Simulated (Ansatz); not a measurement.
# HfC (rocksalt): does the structure stay when shaken

Task: test HfC (rocksalt) for distortions that symmetry hid from its relaxation.

Program: Ansatz 0.2.0. Level of theory: DFT PBE, scalar-relativistic, plane waves, PAW. These are calculated values, not measurements.

3 further runs of the same task are left out: 3 set aside as unsound or not needed.

## 1. The starting structure

Symmetry: Fm-3m, No. 225, cubic system. The conventional cell has a = 4.652 Å, b = 4.652 Å, c = 4.652 Å, α = 90.00°, β = 90.00°, γ = 90.00°. Around Hf (site symmetry m-3m) lie 6 C at 2.33 Å. C (site symmetry m-3m) is surrounded by 6 Hf at 2.33 Å.

As a file:

```xyz
16
Lattice="0.0000 4.6515 4.6515 4.6515 0.0000 4.6515 4.6515 4.6515 0.0000" Properties=species:S:1:pos:R:3 pbc="T T T"
Hf    2.3258    2.3258    2.3258
C     0.0000    0.0000    0.0000
Hf    4.6515    4.6515    2.3258
C     2.3258    2.3258    0.0000
Hf    4.6515    2.3258    4.6515
C     2.3258    0.0000    2.3258
Hf    6.9773    4.6515    4.6515
C     4.6515    2.3258    2.3258
Hf    2.3258    4.6515    4.6515
C     0.0000    2.3258    2.3258
Hf    4.6515    6.9773    4.6515
C     2.3258    4.6515    2.3258
Hf    4.6515    4.6515    6.9773
C     2.3258    2.3258    4.6515
Hf    6.9773    6.9773    6.9773
C     4.6515    4.6515    4.6515
```

An earlier run at PBE left this cell at 12.581 Å³/atom and 0.00 GPa (12×12×12 mesh).

The test uses a supercell of 16 atoms, 8 times the cell that was relaxed. First comes a reference run, then each atom is moved at random (σ = 0.10 Å along each axis) and everything is relaxed.

## 2. The reference on the mesh of the test

Contents of input.yaml:

```yaml
crystal:
  lattice:
    - [0.0, 4.6515413586, 4.6515413586]
    - [4.6515413586, 0.0, 4.6515413586]
    - [4.6515413586, 4.6515413586, 0.0]
  atoms:
    - { symbol: Hf, position: [0.25, 0.25, 0.25] }
    - { symbol: C, position: [0.0, 0.0, 0.0] }
    - { symbol: Hf, position: [0.25, 0.25, 0.75] }
    - { symbol: C, position: [0.0, 0.0, 0.5] }
    - { symbol: Hf, position: [0.25, 0.75, 0.25] }
    - { symbol: C, position: [0.0, 0.5, 0.0] }
    - { symbol: Hf, position: [0.25, 0.75, 0.75] }
    - { symbol: C, position: [0.0, 0.5, 0.5] }
    - { symbol: Hf, position: [0.75, 0.25, 0.25] }
    - { symbol: C, position: [0.5, 0.0, 0.0] }
    - { symbol: Hf, position: [0.75, 0.25, 0.75] }
    - { symbol: C, position: [0.5, 0.0, 0.5] }
    - { symbol: Hf, position: [0.75, 0.75, 0.25] }
    - { symbol: C, position: [0.5, 0.5, 0.0] }
    - { symbol: Hf, position: [0.75, 0.75, 0.75] }
    - { symbol: C, position: [0.5, 0.5, 0.5] }
basis:
  ecutwfc: 420
  ecutrho_ratio: 4
kpoints:
  mp_grid: { grid: [4, 4, 4] }
hamiltonian:
  xc: pbe
scf:
  occupations: { method: gaussian, width: 0.05 }
output:
  forces: true
  stress: true
  eigenvalues: true
```

On the command line:

```console
$ ansatz run input.yaml --threads 2 --pin off --max-ram 2662MiB --backend cpu --events-out ev --progress --plain --runs-dir out
```

Log (excerpt; [...] marks lines left out):

```text
Warning: RAYON_NUM_THREADS=2 ignored (pool sized by the plan → 2); use --threads N
[...]
Pseudopotentials: kind: paw
Pseudopotential: Hf, paw, valence charge 26, recommended cutoff 420 eV (normal), Hf.paw.azcp
Pseudopotential: C, paw, valence charge 4, recommended cutoff 420 eV (normal), C.paw.azcp
Functional definition: PBE
[...]
Crystal: 16 atoms, lattice volume = 201.289 Å³
Basis set: ecut = 420 eV, 3839 PW (Γ), exchange–correlation on 90×90×90 points (8 copies of the dense FFT grid, shifted against one another)
Bands: 144, of which v1, the nominal top of the filled ones, is band 120 counted from 1 (119 counted from 0)
Symmetry: 384 space group operations
Space group: Fm-3m (ITA 225), of the structure as read, at distance tolerance 5.9e-5 Å
k-points: 8 of 64
[...]
SCF iter   1: F=—  HF=-127793.104527 eV  |F-HF|=—  |Δ(HF+E_count)|=         —  Δρ=1.96e-3  dr2=8.35e-3  ethr=1.77e-3  ⟨swp⟩=5.4  Hψ=3365  notcnv=0  defer=36
[...]
SCF iter   7: F=-127793.102230 eV  HF=-127793.102230 eV  |F-HF|=2.47e-10  |Δ(HF+E_count)|=   1.25e-7  Δρ=1.49e-6  dr2=3.20e-9  ethr=2.11e-11  ⟨swp⟩=5.4  Hψ=4156  notcnv=0
[...]
SCF converged after 7 iterations
Free energy (F): -127793.102230 eV
[...]
E sigma→0 (E₀):  -127793.100107 eV
Entropy (-TS):   -0.004248 eV (-0.265 meV/atom)
Fermi energy:    20.058338 eV
[...]
--- Forces (eV/Å), atoms counted from 1 ---
  atom   1  Hf    -0.00000000     0.00000000    -0.00000000
  atom   2  C     -0.00000000    -0.00000000    -0.00000000
  atom   3  Hf    -0.00000000     0.00000000     0.00000000
  atom   4  C     -0.00000000    -0.00000000    -0.00000000
  atom   5  Hf    -0.00000000    -0.00000000     0.00000000
  atom   6  C     -0.00000000     0.00000000    -0.00000000
  atom   7  Hf     0.00000000    -0.00000000     0.00000000
  atom   8  C     -0.00000000     0.00000000     0.00000000
[...]
--- Stress (GPa, compression-positive) ---
        0.029046      -0.000000      -0.000000
       -0.000000       0.029046       0.000000
        0.000000      -0.000000       0.029046
  P = ⅓ Tr σ = 0.0290 GPa (0.290 kbar)
--- Band table (eV; the first three rows and the last of 8) ---
[...]
```

Run time: 11 s. Hardware: 2 threads of Arm Neoverse V2, shared host; peak memory 0.71 GiB.

Read off: volume 12.581 Å³/atom, pressure 0.03 GPa, no gap.

## 3. Atoms moved at random (σ = 0.10 Å), then relaxed

Contents of input.yaml:

```yaml
crystal:
  lattice:
    - [0.0, 4.6515413586, 4.6515413586]
    - [4.6515413586, 0.0, 4.6515413586]
    - [4.6515413586, 4.6515413586, 0.0]
  atoms:
    - { symbol: Hf, position: [0.276781107, 0.2273022766, 0.2312199581] }
    - { symbol: C, position: [0.0008813815, -0.0290729219, 0.0097415207] }
    - { symbol: Hf, position: [0.2357256071, 0.2491634622, 0.7470525416] }
    - { symbol: C, position: [0.0028911189, -0.0164146832, 0.5055530294] }
    - { symbol: Hf, position: [0.2552541468, 0.7372025996, 0.2338009558] }
    - { symbol: C, position: [0.0090616482, 0.4801471656, 0.0081054719] }
    - { symbol: Hf, position: [0.235745216, 0.7285771422, 0.7422777153] }
    - { symbol: C, position: [-0.0086869376, 0.5051276953, 0.5000322275] }
    - { symbol: Hf, position: [0.748016118, 0.244793643, 0.2528931129] }
    - { symbol: C, position: [0.5047423012, 0.0108445509, -0.0137175575] }
    - { symbol: Hf, position: [0.8036426773, 0.2461957959, 0.7017078793] }
    - { symbol: C, position: [0.5198004375, -0.0253206332, 0.5134372737] }
    - { symbol: Hf, position: [0.7561687472, 0.7646152478, 0.2306860112] }
    - { symbol: C, position: [0.4889931474, 0.4897311939, 0.0161921928] }
    - { symbol: Hf, position: [0.7619293462, 0.7422000249, 0.7478612613] }
    - { symbol: C, position: [0.5165841433, 0.4808839693, 0.4894885988] }
basis:
  ecutwfc: 420
  ecutrho_ratio: 4
kpoints:
  mp_grid: { grid: [4, 4, 4] }
hamiltonian:
  xc: pbe
scf:
  occupations: { method: gaussian, width: 0.05 }
output:
  forces: true
  stress: true
  eigenvalues: true
relax:
  f_tol: 0.02
  max_steps: 80
  cell: { stress_tol: 0.2 }
```

On the command line:

```console
$ ansatz run input.yaml --threads 2 --pin off --max-ram 2662MiB --backend cpu --events-out ev --progress --plain --runs-dir out
```

Log:

```text
Warning: RAYON_NUM_THREADS=2 ignored (pool sized by the plan → 2); use --threads N
Engine: ansatz 0.2.0, aarch64-unknown-linux-gnu
Pseudopotentials: kind: paw
Pseudopotential: Hf, paw, valence charge 26, recommended cutoff 420 eV (normal), Hf.paw.azcp
Pseudopotential: C, paw, valence charge 4, recommended cutoff 420 eV (normal), C.paw.azcp
Functional definition: PBE
  parameter kappa = 0.804
  parameter beta = 0.06672455060314922
  exchange = pbe_x(kappa = kappa, mu = beta*pi^2/3)
  correlation = pbe_c(beta = beta)
Crystal: 16 atoms, lattice volume = 201.289 Å³
Basis set: ecut = 420 eV, 3839 PW (Γ), exchange–correlation on 90×90×90 points (8 copies of the dense FFT grid, shifted against one another)
Bands: 144, of which v1, the nominal top of the filled ones, is band 120 counted from 1 (119 counted from 0)
Symmetry: 1 space group operations
Space group: P1 (ITA 1), of the structure as read, at distance tolerance 5.9e-5 Å
k-points: 36 of 64 (time reversal used)
Non-local potential: Hf, projectors of the file, l = 0: 3, l = 1: 2, l = 2: 2, l = 3: 3
Non-local potential: C, projectors of the file, l = 0: 2, l = 1: 2, l = 2: 1
PAW form: soft (Blöchl's): semilocal exchange-correlation on the pseudo side does not see the compensation charge
PAW one-centre angular grid: Hf, 590 points (default); XC on 64 Gauss nodes
PAW one-centre angular grid: C, 110 points (default); XC on 64 Gauss nodes
Initial density: superposition of atomic densities (neutral atoms: chi_scale 0, normalization atom), corrected by the library's trained network
Initial wavefunctions: pseudopotential atomic-orbital guess
Functional: x = pbe(κ = 0.804, μ = 0.2195149727645171), c = pbe(β = 0.06672455060314922)
SCF iter   1: F=—  HF=-127790.881008 eV  |F-HF|=—  |Δ(HF+E_count)|=         —  Δρ=2.73e-3  dr2=1.83e-2  ethr=1.77e-3  ⟨swp⟩=4.8  Hψ=14951  notcnv=0  defer=267
preconditioner: auto → Kerker (q_TF=auto, 2.809 Å⁻¹)  [metal: Δε(μ)=0.010 eV  Ē_g=17.310 eV  σ=0.050 eV  W_gap=0.11  n_scr=64 (ndim 8)  ℏωp=39.2 eV  f_vac=0.000  D(μ)=2.97/eV (n_scr^D=14)]
SCF iter   2: F=—  HF=-127790.876842 eV  |F-HF|=—  |Δ(HF+E_count)|=   4.17e-3  Δρ=1.41e-3  dr2=4.55e-3  ethr=7.62e-6  ⟨swp⟩=2.0  Hψ=8864  notcnv=0  defer=462
SCF iter   3: F=—  HF=-127790.876485 eV  |F-HF|=—  |Δ(HF+E_count)|=   3.57e-4  Δρ=5.15e-4  dr2=8.29e-4  ethr=1.89e-6  ⟨swp⟩=2.0  Hψ=7041  notcnv=0  defer=462
SCF iter   4: F=—  HF=-127790.876319 eV  |F-HF|=—  |Δ(HF+E_count)|=   1.66e-4  Δρ=2.24e-4  dr2=2.08e-4  ethr=3.45e-7  ⟨swp⟩=2.0  Hψ=8656  notcnv=0  defer=462
SCF iter   5: F=—  HF=-127790.876234 eV  |F-HF|=—  |Δ(HF+E_count)|=   8.42e-5  Δρ=1.18e-4  dr2=4.01e-5  ethr=8.66e-8  ⟨swp⟩=2.0  Hψ=7841  notcnv=0  defer=462
SCF iter   6: F=—  HF=-127790.876411 eV  |F-HF|=—  |Δ(HF+E_count)|=   1.76e-4  Δρ=3.03e-5  dr2=2.78e-6  ethr=1.67e-8  ⟨swp⟩=2.0  Hψ=8359  notcnv=0  defer=462
SCF iter   7: F=—  HF=-127790.876410 eV  |F-HF|=—  |Δ(HF+E_count)|=   2.25e-7  Δρ=1.50e-5  dr2=6.61e-7  ethr=1.16e-9  ⟨swp⟩=3.0  Hψ=9214  notcnv=0  defer=462
SCF iter   8: F=—  HF=-127790.876410 eV  |F-HF|=—  |Δ(HF+E_count)|=   4.07e-7  Δρ=8.17e-6  dr2=1.81e-7  ethr=2.75e-10  ⟨swp⟩=3.0  Hψ=9010  notcnv=0  defer=462
SCF iter   9: F=-127790.876410 eV  HF=-127790.876410 eV  |F-HF|=1.67e-8  |Δ(HF+E_count)|=   6.12e-8  Δρ=2.80e-6  dr2=2.79e-8  ethr=4.17e-11  ⟨swp⟩=10.9  Hψ=26885  notcnv=0
SCF 1 converged in 9 iterations: F = -127790.876410 eV  dr2 = 2.79e-8
relax step   1: F+E_penalty+E_count = -127790.87640989 eV  Δ(F+E_penalty+E_count) = +0.000e0 eV  max|allowed force component| = 4.195e0 eV/Å  Δτ_max = 0.0000 Å  P = +4.666 GPa  Ω = 201.289 Å³  (9 SCF iters, dr2 threshold 1.00e-7 eV, accepted)
[... 16 lines left out ...]
relax step   2: F+E_penalty+E_count = -127792.57860321 eV  Δ(F+E_penalty+E_count) = -1.702e0 eV  max|allowed force component| = 1.372e0 eV/Å  Δτ_max = 0.1947 Å  P = -0.295 GPa  Ω = 202.800 Å³  energy of the carried Pulay correction = -2.395e-3 eV  (9 SCF iters, dr2 threshold 1.60e-6 eV, accepted)
[... 10 lines left out ...]
relax step   3: F+E_penalty+E_count = -127793.10138762 eV  Δ(F+E_penalty+E_count) = -5.228e-1 eV  max|allowed force component| = 3.938e-2 eV/Å  Δτ_max = 0.1191 Å  P = +0.141 GPa  Ω = 201.206 Å³  energy of the carried Pulay correction = +1.326e-4 eV  (6 SCF iters, dr2 threshold 1.60e-6 eV, accepted)
[... 12 lines left out ...]
relax step   4: F+E_penalty+E_count = -127793.10217565 eV  Δ(F+E_penalty+E_count) = -7.880e-4 eV  max|allowed force component| = 1.239e-3 eV/Å  Δτ_max = 0.0024 Å  P = +0.002 GPa  Ω = 201.326 Å³  energy of the carried Pulay correction = -5.769e-5 eV  (6 SCF iters, dr2 threshold 9.43e-7 eV, accepted)
[... 15 lines left out ...]
relax step   5: F+E_penalty+E_count = -127793.10242886 eV  Δ(F+E_penalty+E_count) = -2.532e-4 eV  max|allowed force component| = 1.250e-3 eV/Å  Δτ_max = 0.0000 Å  P = -0.014 GPa  Ω = 201.326 Å³  stress off target by 3.86e-2 GPa  SCF on the basis re-selected at this cell (its energy is not comparable with the rows above)  (7 SCF iters)
basis re-selected at this cell: Δ(F+E_penalty+E_count) = -2.532e-4 eV, ΔP = -0.015 GPa vs the last step (what re-selecting the basis moved, of the pressure what is left beyond the Pulay correction that the steps carried, after the strain that the cell walked since its last selection, with what the two solves' SCF thresholds leave and, on support functions, any second-order correction that the steps lacked; it is no measure of the basis error at this ecutwfc). This SCF's stress stands 3.86e-2 GPa from its target on what of the cell is left free (relax.cell.stress_tol is 2.00e-1 GPa) and its largest allowed force component is 1.25e-3 eV/Å (relax.f_tol is 2.00e-2 eV/Å): within both
SCF converged after 7 iterations
Free energy (F): -127793.102429 eV
Harris-Foulkes:  -127793.102429 eV  (|F-HF|=2.91e-11)
Internal energy: -127793.098196 eV  (E = F + TS)
E sigma→0 (E₀):  -127793.100312 eV
Entropy (-TS):   -0.004233 eV (-0.265 meV/atom)
Fermi energy:    20.054353 eV
--- Per-component energies (eV) ---
  E_band       = 886.846818
  E_kinetic    = 4090.601428
  E_local      = -39921.400906  (includes V_loc(G=0)·N_el)
  E_nonlocal   = -9735.762550
  E_hartree    = 18869.306728
  E_xc         = -2791.371636
  E_vxc        = -2615.637826  (∫ρ·V_xc dr)
  E_paw        = -56213.427613  (= ΣΔE_a)
  E_vpaw       = 11330.433114  (= ΣTr[D̂ρ^β])
  E_aug_tail   = 0.000047  (compensation charges beyond the density's cutoff)
  E_ewald      = -42091.043693
  E_smearing   = -0.004233  (= −TS)
  E_closure    = -0.000000  (closes the sum)
  Σ components = -127793.102429   (vs F -127793.102429, Δ=0.00e0)
--- Forces (eV/Å), atoms counted from 1 ---
  atom   1  Hf    -0.00125037    -0.00003787     0.00072715
  atom   2  C     -0.00000518     0.00024384    -0.00067163
  atom   3  Hf    -0.00010886     0.00007020     0.00090898
  atom   4  C      0.00065373     0.00029275    -0.00049167
  atom   5  Hf    -0.00117170    -0.00022606     0.00080791
  atom   6  C     -0.00008296     0.00024338    -0.00047636
  atom   7  Hf     0.00054243    -0.00002311     0.00058981
  atom   8  C      0.00085199     0.00007106    -0.00054057
  atom   9  Hf     0.00041607    -0.00057782     0.00036900
  atom  10  C      0.00081506    -0.00018871    -0.00052624
  atom  11  Hf    -0.00051755    -0.00020399     0.00017496
  atom  12  C      0.00019377     0.00039328    -0.00051641
  atom  13  Hf     0.00001544    -0.00034094     0.00075699
  atom  14  C      0.00070476     0.00024293    -0.00043561
  atom  15  Hf    -0.00106226    -0.00021753     0.00023125
  atom  16  C      0.00000583     0.00025876    -0.00090748
  max |Σ_I F_I| component: 1.93e-7 eV/Å
--- Stress (GPa, compression-positive) ---
       -0.008478      -0.007673       0.010587
       -0.007673      -0.024926       0.015315
        0.010587       0.015315      -0.007388
  P = ⅓ Tr σ = -0.0136 GPa (-0.136 kbar)
--- Band table (eV; the first three rows and the last of 36) ---
  k-point 0: bands = ["-41.0317", "-40.9915", "-40.9915", "-40.9915", "-40.9915", "-40.9782", "-40.9782", "-40.9782", "-10.1601", "-10.1601", "-10.1601", "-10.1600", "-10.0774", "-10.0774", "-10.0774", "-9.7179", "-9.7179", "-9.7178", "-9.7178", "-9.7178", "-9.7177", "-9.5549", "-9.5549", "-9.5549", "-9.5548", "-9.5548", "-9.5548", "-9.5548", "-9.5547", "-9.4867", "-9.4866", "-9.4866", "7.7803", "8.9130", "8.9130", "8.9130", "8.9130", "9.0055", "9.0144", "9.0144", "9.0144", "9.0384", "9.0384", "9.0384", "9.0384", "9.0384", "9.0384", "9.0384", "9.0384", "9.0389", "9.0389", "9.0389", "9.0389", "9.0389", "9.0389", "9.0399", "9.0399", "9.0399", "9.0493", "9.0493", "9.0493", "9.0493", "9.0635", "9.0635", "9.0635", "9.0708", "9.0708", "9.0708", "9.0715", "9.0715", "9.0715", "9.0715", "9.0715", "9.0715", "9.0850", "9.0850", "9.0850", "9.0850", "9.0850", "9.0851", "9.0851", "9.0851", "9.0947", "9.0947", "9.0947", "9.0971", "9.0971", "9.0971", "9.0971", "9.6653", "9.6653", "9.6654", "11.6496", "11.6500", "11.6501", "11.6502", "13.9440", "13.9441", "13.9442", "13.9442", "17.0889", "17.0889", "17.0891", "17.0898", "17.0900", "17.0901", "17.0901", "17.0904", "17.4792", "17.4797", "17.4798", "18.3081", "18.3081", "18.3082", "20.0245", "20.0247", "20.0249", "20.0252", "20.0254", "20.0255", "21.1472", "21.1478", "21.1480", "21.4632", "21.4645", "21.4649", "23.4608", "23.4614", "25.3757", "25.3758", "25.3758", "25.3772", "25.3772", "25.3775", "25.3776", "25.3778", "25.3787", "25.3789", "25.3790", "25.8401", "25.8405", "25.8406", "25.8407", "26.6517"]
[... 3 lines left out ...]
--- Relaxed structure (4 steps of the walk, 4 accepted, 1 SCFs on fresh bases) ---
  F+E_penalty+E_count = -127793.10242886 eV   max|allowed force component| = 1.250e-3 eV/Å   (the final SCF, on the basis selected at the relaxed cell)
  cell:  # Å, volume = 201.3255 Å³
    - [-3.884322852903674e-5, 4.651749464393646, 4.651533518272219]
    - [4.651612002772761, -0.00010447843373027683, 4.65159915347742]
    - [4.651863587559514, 4.6520666843856, -0.00035606322048284644]
  atoms:
    - { symbol: Hf, position: [0.256710790517249, 0.23975194037807673, 0.2447815502819107] }
    - { symbol: C, position: [0.006723043864059947, -0.010244132245613182, -0.005234540621174421] }
    - { symbol: Hf, position: [0.2567150912901731, 0.2397426617863493, 0.7447767820824562] }
    - { symbol: C, position: [0.006725769603274045, -0.010251598490582551, 0.49476116193666475] }
    - { symbol: Hf, position: [0.2567109433715112, 0.7397486397519364, 0.2447835212418933] }
    - { symbol: C, position: [0.006720145689336182, 0.48975448008811895, -0.005232316925164016] }
    - { symbol: Hf, position: [0.2567219730651636, 0.7397401172514444, 0.744771370613226] }
    - { symbol: C, position: [0.006730597659818649, 0.4897451365606887, 0.4947617286706956] }
    - { symbol: Hf, position: [0.7567232180968693, 0.23974078308864238, 0.24477317580742186] }
    - { symbol: C, position: [0.5067317605594402, -0.010256308305386153, -0.005236714664132863] }
    - { symbol: Hf, position: [0.756716566968234, 0.23974972824663476, 0.7447774505526146] }
    - { symbol: C, position: [0.5067208798241473, -0.010245796744527497, 0.4947649598536434] }
    - { symbol: Hf, position: [0.7567177796113598, 0.7397429108658837, 0.24477649631002474] }
    - { symbol: C, position: [0.5067262666691248, 0.4897474758171197, -0.005238716242821184] }
    - { symbol: Hf, position: [0.7567113334651757, 0.7397533028526484, 0.7447821195175535] }
    - { symbol: C, position: [0.5067240457450638, 0.4897571879985645, 0.4947641643851879] }
```

It took 8 min on 2 threads of Arm Neoverse V2, shared host; peak memory 1.1 GiB.

How the relaxation went:

```tsv
step	energy from step 1 (meV/atom)	largest force component (eV/Å)	pressure (GPa)	volume (Å³/atom)
1	0.0	4.195	4.67	12.581
2	-106.4	1.372	-0.30	12.675
3	-139.1	0.039	0.14	12.575
4	-139.1	0.001	0.00	12.583
5	-139.1	0.001	-0.01	12.583
```

Step 1 is the start. Step 5 repeats the geometry before it on a plane-wave basis chosen anew for the final cell, which leaves the energy as it was.

Result: volume 12.583 Å³/atom, pressure -0.01 GPa, no gap.

The cell shaken and relaxed:

| cell as typed | shaken | relaxed | change |
| --- | --- | --- | --- |
| a (Å) | 6.578 | 6.578 | 0 % |
| b (Å) | 6.578 | 6.578 | 0 % |
| c (Å) | 6.578 | 6.579 | 0 % |
| volume (Å³/atom) | 12.581 | 12.583 | 0 % |
| shortest distance (Å) | 2.095 | 2.326 | +11.0 % |
| space group | P1 | Fm-3m | changed |

## 4. What came out

```
                             quantity                       value
         energy against the reference                0.0 meV/atom
                        volume change                     +0.02 %
space group of the reference (0.05 Å)                       Fm-3m
      space group at the end (0.05 Å)                       Fm-3m
    gap on the mesh, before and after  none (metal), none (metal)
```

What this shows: The atoms return: the energy ends within 0.1 meV/atom of the reference and the space group Fm-3m comes back. The structure is a local minimum for moves that fit this cell. The mesh of the test is coarse for a metal, so differences of a few meV/atom are not settled. Spin–orbit coupling is left out, though the cell holds Hf; in elements this heavy it can shift levels and gaps by tenths of an eV.
